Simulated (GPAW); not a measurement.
# CdS (Hawleyite) (F-43m) in GPAW: relaxation of cell and atoms with PBEsol+D3(BJ)

Aim: the relaxation of cell and atoms of CdS (Hawleyite) with PBEsol+D3(BJ).

Everything below comes from runs of GPAW 26.7.0. Logs are shortened: lines on timing, memory, paths and dates and some standing lists are left out, and cuts for length are marked. The log counts tension as positive stress, the text compression.

## 1. The structure

It takes space group F-43m (No. 216, cubic). The conventional cell has a = 5.833 Å, b = 5.833 Å, c = 5.833 Å, α = 90.00°, β = 90.00°, γ = 90.00°. Around Cd (site symmetry -43m) lie 4 S at 2.53 Å. S (site symmetry -43m) has 4 Cd at 2.53 Å as nearest neighbours.

## 2. Relaxation of cell and atoms, PBEsol+D3(BJ)

File run.py:

```python
from ase import Atoms
from ase.calculators.mixing import SumCalculator
from ase.filters import FrechetCellFilter
from ase.io import write
from ase.optimize import BFGS
from dftd3.ase import DFTD3
from gpaw import GPAW, PW, setup_paths

setup_paths.insert(0, '.')

atoms = Atoms(['Cd', 'S'],
              cell=[[0.0, 2.9165, 2.9165],
                    [2.9165, 0.0, 2.9165],
                    [2.9165, 2.9165, 0.0]],
              scaled_positions=[[0.0, 0.0, 0.0],
                                [0.75, 0.75, 0.75]],
              pbc=True)

calc = GPAW(mode=PW(600),
            xc='PBEsol',
            kpts={'size': (8, 8, 8), 'gamma': True},
            occupations={'name': 'fermi-dirac', 'width': 0.05},
            nbands=18,
            convergence={'density': 1e-05, 'forces': 0.0001},
            maxiter=150,
            txt='gpaw.txt')
atoms.calc = SumCalculator([calc, DFTD3(method='pbesol', damping='d3bj')])
opt = BFGS(FrechetCellFilter(atoms), trajectory='relax.traj', logfile='-')
done = opt.run(fmax=0.02, steps=40)
calc.write('gs.gpw')
write('result.traj', atoms)
print('Converged:', done)
print('Cell:', atoms.cell.cellpar().round(4))
print('Volume:', round(atoms.get_volume(), 4))
print(atoms.get_scaled_positions().round(5))
```

Potentials or basis: PAW data sets generated in the run's folder for this functional, pw.

On the command line:

```console
$ gpaw-setup -f PBEsol Cd S
$ OMP_NUM_THREADS=1 python run.py
```

gpaw.txt:

```text
__  _  _
 | _ |_)|_||  |
 |__||  | ||/\| - 26.7.0

Input parameters:
  mode=PW(ecut=600.0),
  convergence={'density': 1e-05, 'forces': 0.0001},
  kpts=MonkhorstPack(size=(8, 8, 8), gamma=True),
  maxiter=150,
  nbands=18,
  occupations=Occupations(name='fermi-dirac', width=0.05),
  xc=XC(name='PBEsol')

Diagonalizing LCAO Hamiltonian
Converting LCAO to pw mode

                     S

       Cd

Atoms  # Å, Bohr magnetons
|   | symbol |        x |        y |        z |    initial magnetic moments |
|---|--------|----------|----------|----------|-----------------------------|
| 0 |     Cd | 0.000000 | 0.000000 | 0.000000 | ( 0.0000,  0.0000,  0.0000) |
| 1 |      S | 4.374750 | 4.374750 | 4.374750 | ( 0.0000,  0.0000,  0.0000) |

Unit cell  # Å
| periodic |        x |        y |        z |  lengths |    angles |
|----------|----------|----------|----------|----------|-----------|
|      yes | 0.000000 | 2.916500 | 2.916500 | 4.124554 | 60.000000 |
|      yes | 2.916500 | 0.000000 | 2.916500 | 4.124554 | 60.000000 |
|      yes | 2.916500 | 2.916500 | 0.000000 | 4.124554 | 60.000000 |

Number of symmetries: 24
Symmetry operations  # r_c * U_cc + t_c -> r_c
|    | kind |            matrix            |
|----|------|------------------------------|
|  0 |  E   |  1, 0, 0,  0, 1, 0,  0, 0, 1 |
|  1 |  σ   |  1, 0, 0,  0, 0, 1,  0, 1, 0 |
|  2 |  σ   |  1, 0,-1,  0, 1,-1,  0, 0,-1 |
|  3 |  C3  |  1, 0,-1,  0, 0,-1,  0, 1,-1 |
|  4 |  C3  |  1,-1, 0,  0,-1, 1,  0,-1, 0 |
|  5 |  σ   |  1,-1, 0,  0,-1, 0,  0,-1, 1 |
|  6 |  σ   |  0, 1, 0,  1, 0, 0,  0, 0, 1 |
|  7 |  C3  |  0, 1, 0,  0, 0, 1,  1, 0, 0 |
|  8 |  C2  |  0, 1,-1,  1, 0,-1,  0, 0,-1 |
|  9 |  S4  |  0, 1,-1,  0, 0,-1,  1, 0,-1 |
| 10 |  C3  |  0, 0, 1,  1, 0, 0,  0, 1, 0 |
| 11 |  σ   |  0, 0, 1,  0, 1, 0,  1, 0, 0 |
| 12 |  S4  |  0, 0,-1,  1, 0,-1,  0, 1,-1 |
| 13 |  C3  |  0, 0,-1,  0, 1,-1,  1, 0,-1 |
| 14 |  S4  |  0,-1, 1,  1,-1, 0,  0,-1, 0 |
| 15 |  C2  |  0,-1, 1,  0,-1, 0,  1,-1, 0 |
| 16 |  C3  |  0,-1, 0,  1,-1, 0,  0,-1, 1 |
| 17 |  S4  |  0,-1, 0,  0,-1, 1,  1,-1, 0 |
| 18 |  S4  | -1, 1, 0, -1, 0, 1, -1, 0, 0 |
| 19 |  C3  | -1, 1, 0, -1, 0, 0, -1, 0, 1 |
| 20 |  C3  | -1, 0, 1, -1, 1, 0, -1, 0, 0 |
| 21 |  S4  | -1, 0, 1, -1, 0, 0, -1, 1, 0 |
| 22 |  σ   | -1, 0, 0, -1, 1, 0, -1, 0, 1 |
| 23 |  C2  | -1, 0, 0, -1, 0, 1, -1, 1, 0 |
[... 165 lines left out ...]
Fermi level: 4.027
Eigenvalues  # (at kpt = [0.000, 0.000, 0.000])
| band index |      eig [eV] | occ [0-2] |
|------------|---------------|-----------|
|          0 |        -8.904 |     2.000 |
|          1 |        -4.199 |     2.000 |
|          2 |        -4.199 |     2.000 |
|          3 |        -4.199 |     2.000 |
|          4 |        -3.706 |     2.000 |
|          5 |        -3.706 |     2.000 |
[... 10 lines left out ...]
|         16 |        16.596 |     0.000 |
|         17 |        16.596 |     0.000 |

Gap: 0.985 eV
Transition (v -> c):
  (s=0, k=0, n=8, [0.00, 0.00, 0.00]) -> (s=0, k=0, n=9, [0.00, 0.00, 0.00])
No difference between direct/indirect transitions

Stress tensor  # eV/Ang^3
|        x |        y |        z |
|----------|----------|----------|
| 0.002985 | 0.000000 | 0.000000 |
| 0.000000 | 0.002985 | 0.000000 |
| 0.000000 | 0.000000 | 0.002985 |

Forces  # eV/Ang
|       x |        y |        z |
|---------|----------|----------|
| 0.00000 | -0.00000 | -0.00000 |  # Cd   0
| 0.00000 | -0.00000 | -0.00000 |  # S    1

Interpolating wave functions to new cell

                     S

       Cd

Atoms  # Å, Bohr magnetons
|   | symbol |         x |        y |        z |    initial magnetic moments |
|---|--------|-----------|----------|----------|-----------------------------|
| 0 |     Cd | -0.000000 | 0.000000 | 0.000000 | ( 0.0000,  0.0000,  0.0000) |
| 1 |      S |  4.363952 | 4.363952 | 4.363952 | ( 0.0000,  0.0000,  0.0000) |

Unit cell  # Å
| periodic |         x |         y |         z |  lengths |    angles |
|----------|-----------|-----------|-----------|----------|-----------|
|      yes | -0.000000 |  2.909301 |  2.909301 | 4.114374 | 60.000000 |
|      yes |  2.909301 | -0.000000 |  2.909301 | 4.114374 | 60.000000 |
|      yes |  2.909301 |  2.909301 | -0.000000 | 4.114374 | 60.000000 |

Number of symmetries: 24
Symmetry operations  # r_c * U_cc + t_c -> r_c
|    | kind |            matrix            |
|----|------|------------------------------|
|  0 |  E   |  1, 0, 0,  0, 1, 0,  0, 0, 1 |
|  1 |  σ   |  1, 0, 0,  0, 0, 1,  0, 1, 0 |
|  2 |  σ   |  1, 0,-1,  0, 1,-1,  0, 0,-1 |
|  3 |  C3  |  1, 0,-1,  0, 0,-1,  0, 1,-1 |
|  4 |  C3  |  1,-1, 0,  0,-1, 1,  0,-1, 0 |
|  5 |  σ   |  1,-1, 0,  0,-1, 0,  0,-1, 1 |
|  6 |  σ   |  0, 1, 0,  1, 0, 0,  0, 0, 1 |
|  7 |  C3  |  0, 1, 0,  0, 0, 1,  1, 0, 0 |
|  8 |  C2  |  0, 1,-1,  1, 0,-1,  0, 0,-1 |
|  9 |  S4  |  0, 1,-1,  0, 0,-1,  1, 0,-1 |
| 10 |  C3  |  0, 0, 1,  1, 0, 0,  0, 1, 0 |
| 11 |  σ   |  0, 0, 1,  0, 1, 0,  1, 0, 0 |
| 12 |  S4  |  0, 0,-1,  1, 0,-1,  0, 1,-1 |
| 13 |  C3  |  0, 0,-1,  0, 1,-1,  1, 0,-1 |
| 14 |  S4  |  0,-1, 1,  1,-1, 0,  0,-1, 0 |
| 15 |  C2  |  0,-1, 1,  0,-1, 0,  1,-1, 0 |
| 16 |  C3  |  0,-1, 0,  1,-1, 0,  0,-1, 1 |
| 17 |  S4  |  0,-1, 0,  0,-1, 1,  1,-1, 0 |
| 18 |  S4  | -1, 1, 0, -1, 0, 1, -1, 0, 0 |
| 19 |  C3  | -1, 1, 0, -1, 0, 0, -1, 0, 1 |
| 20 |  C3  | -1, 0, 1, -1, 1, 0, -1, 0, 0 |
| 21 |  S4  | -1, 0, 1, -1, 0, 0, -1, 1, 0 |
| 22 |  σ   | -1, 0, 0, -1, 1, 0, -1, 0, 1 |
| 23 |  C2  | -1, 0, 0, -1, 0, 1, -1, 1, 0 |
[... 164 lines left out ...]
Fermi level: 4.115
Eigenvalues  # (at kpt = [0.000, 0.000, 0.000])
| band index |      eig [eV] | occ [0-2] |
|------------|---------------|-----------|
|          0 |        -8.869 |     2.000 |
|          1 |        -4.147 |     2.000 |
|          2 |        -4.147 |     2.000 |
|          3 |        -4.147 |     2.000 |
|          4 |        -3.643 |     2.000 |
|          5 |        -3.643 |     2.000 |
[... 10 lines left out ...]
|         16 |        16.697 |     0.000 |
|         17 |        16.697 |     0.000 |

Gap: 1.000 eV
Transition (v -> c):
  (s=0, k=0, n=8, [0.00, 0.00, 0.00]) -> (s=0, k=0, n=9, [0.00, 0.00, 0.00])
No difference between direct/indirect transitions

Stress tensor  # eV/Ang^3
|         x |         y |         z |
|-----------|-----------|-----------|
|  0.000159 |  0.000000 | -0.000000 |
|  0.000000 |  0.000159 | -0.000000 |
| -0.000000 | -0.000000 |  0.000159 |

Forces  # eV/Ang
|        x |        y |       z |
|----------|----------|---------|
|  0.00000 | -0.00000 | 0.00000 |  # Cd   0
| -0.00000 |  0.00000 | 0.00000 |  # S    1

Interpolating wave functions to new cell

                    S

       Cd

Atoms  # Å, Bohr magnetons
|   | symbol |        x |         y |        z |    initial magnetic moments |
|---|--------|----------|-----------|----------|-----------------------------|
| 0 |     Cd | 0.000000 | -0.000000 | 0.000000 | ( 0.0000,  0.0000,  0.0000) |
| 1 |      S | 4.320326 |  4.320326 | 4.320326 | ( 0.0000,  0.0000,  0.0000) |

Unit cell  # Å
| periodic |        x |        y |        z |  lengths |    angles |
|----------|----------|----------|----------|----------|-----------|
|      yes | 0.000000 | 2.880217 | 2.880217 | 4.073242 | 60.000000 |
|      yes | 2.880217 | 0.000000 | 2.880217 | 4.073242 | 60.000000 |
|      yes | 2.880217 | 2.880217 | 0.000000 | 4.073242 | 60.000000 |

Number of symmetries: 24
Symmetry operations  # r_c * U_cc + t_c -> r_c
|    | kind |            matrix            |
|----|------|------------------------------|
|  0 |  E   |  1, 0, 0,  0, 1, 0,  0, 0, 1 |
|  1 |  σ   |  1, 0, 0,  0, 0, 1,  0, 1, 0 |
|  2 |  σ   |  1, 0,-1,  0, 1,-1,  0, 0,-1 |
|  3 |  C3  |  1, 0,-1,  0, 0,-1,  0, 1,-1 |
|  4 |  C3  |  1,-1, 0,  0,-1, 1,  0,-1, 0 |
|  5 |  σ   |  1,-1, 0,  0,-1, 0,  0,-1, 1 |
|  6 |  σ   |  0, 1, 0,  1, 0, 0,  0, 0, 1 |
|  7 |  C3  |  0, 1, 0,  0, 0, 1,  1, 0, 0 |
|  8 |  C2  |  0, 1,-1,  1, 0,-1,  0, 0,-1 |
|  9 |  S4  |  0, 1,-1,  0, 0,-1,  1, 0,-1 |
| 10 |  C3  |  0, 0, 1,  1, 0, 0,  0, 1, 0 |
| 11 |  σ   |  0, 0, 1,  0, 1, 0,  1, 0, 0 |
| 12 |  S4  |  0, 0,-1,  1, 0,-1,  0, 1,-1 |
| 13 |  C3  |  0, 0,-1,  0, 1,-1,  1, 0,-1 |
| 14 |  S4  |  0,-1, 1,  1,-1, 0,  0,-1, 0 |
| 15 |  C2  |  0,-1, 1,  0,-1, 0,  1,-1, 0 |
| 16 |  C3  |  0,-1, 0,  1,-1, 0,  0,-1, 1 |
| 17 |  S4  |  0,-1, 0,  0,-1, 1,  1,-1, 0 |
| 18 |  S4  | -1, 1, 0, -1, 0, 1, -1, 0, 0 |
| 19 |  C3  | -1, 1, 0, -1, 0, 0, -1, 0, 1 |
| 20 |  C3  | -1, 0, 1, -1, 1, 0, -1, 0, 0 |
| 21 |  S4  | -1, 0, 1, -1, 0, 0, -1, 1, 0 |
| 22 |  σ   | -1, 0, 0, -1, 1, 0, -1, 0, 1 |
| 23 |  C2  | -1, 0, 0, -1, 0, 1, -1, 1, 0 |
[... 165 lines left out ...]
Fermi level: 4.481
Eigenvalues  # (at kpt = [0.000, 0.000, 0.000])
| band index |      eig [eV] | occ [0-2] |
|------------|---------------|-----------|
|          0 |        -8.727 |     2.000 |
|          1 |        -3.931 |     2.000 |
|          2 |        -3.931 |     2.000 |
|          3 |        -3.931 |     2.000 |
|          4 |        -3.384 |     2.000 |
|          5 |        -3.384 |     2.000 |
[... 10 lines left out ...]
|         16 |        17.113 |     0.000 |
|         17 |        17.113 |     0.000 |

Gap: 1.058 eV
Transition (v -> c):
  (s=0, k=0, n=8, [0.00, 0.00, 0.00]) -> (s=0, k=0, n=9, [0.00, 0.00, 0.00])
No difference between direct/indirect transitions

Stress tensor  # eV/Ang^3
|         x |         y |         z |
|-----------|-----------|-----------|
| -0.012376 |  0.000000 |  0.000000 |
|  0.000000 | -0.012376 | -0.000000 |
|  0.000000 | -0.000000 | -0.012376 |

Forces  # eV/Ang
|        x |        y |       z |
|----------|----------|---------|
| -0.00000 | -0.00000 | 0.00000 |  # Cd   0
|  0.00000 |  0.00000 | 0.00000 |  # S    1

# Writing to gs.gpw (mode='')
```

It took 50 s on 1 thread of Arm Neoverse V1, shared host; peak memory 0.19 GiB.

Results:

| Item | Value |
| --- | --- |
| Free energy | -7.5762 eV |
| Relaxed volume | 23.89 Å³/atom |
| Relaxed cell | a = 4.073 Å, b = 4.073 Å, c = 4.073 Å, α = 60.00°, β = 60.00°, γ = 60.00° |
| Space group after relaxing (to 0.05 Å) | F-43m (No. 216) |
| Energy gained by relaxing | 6.1 meV/atom |
| Ionic steps | 3 |
| Pressure after relaxing | 0.1 GPa |
| Band gap on the k mesh | 1.06 eV, direct |
| Dispersion energy per atom | -0.282 eV |

The path:
| step | energy change (eV) | largest force (eV/Å) | pressure (GPa) | volume (Å³) |
| --- | --- | --- | --- | --- |
| 1 | 0.0000 | 0.0000 | -2.23 | 49.62 |
| 2 | -0.0045 | 0.0000 | -1.81 | 49.25 |
| 3 | -0.0121 | 0.0000 | 0.10 | 47.79 |

Final structure:
```xyz
2
Lattice="0.0000 2.8802 2.8802 2.8802 0.0000 2.8802 2.8802 2.8802 0.0000" Properties=species:S:1:pos:R:3 pbc="T T T"
Cd    0.0000    0.0000    0.0000
S     4.3203    4.3203    4.3203
```

Levels at points of the mesh, in eV from the valence-band top:
```csv
k point,band 6,band 7,band 8,band 9,band 10,band 11,band 12,band 13
"(0.00, 0.00, 0.00)",-7.30,0.00,0.00,0.00,1.06,6.37,6.37,6.37
"(0.50, 0.50, 0.00)",-6.82,-4.19,-2.07,-2.07,3.31,4.28,9.18,10.85
"(0.50, 0.50, 0.50)",-6.88,-4.73,-0.83,-0.83,2.92,6.86,6.86,7.40
```

Caveat: later steps reuse the first step's grids.
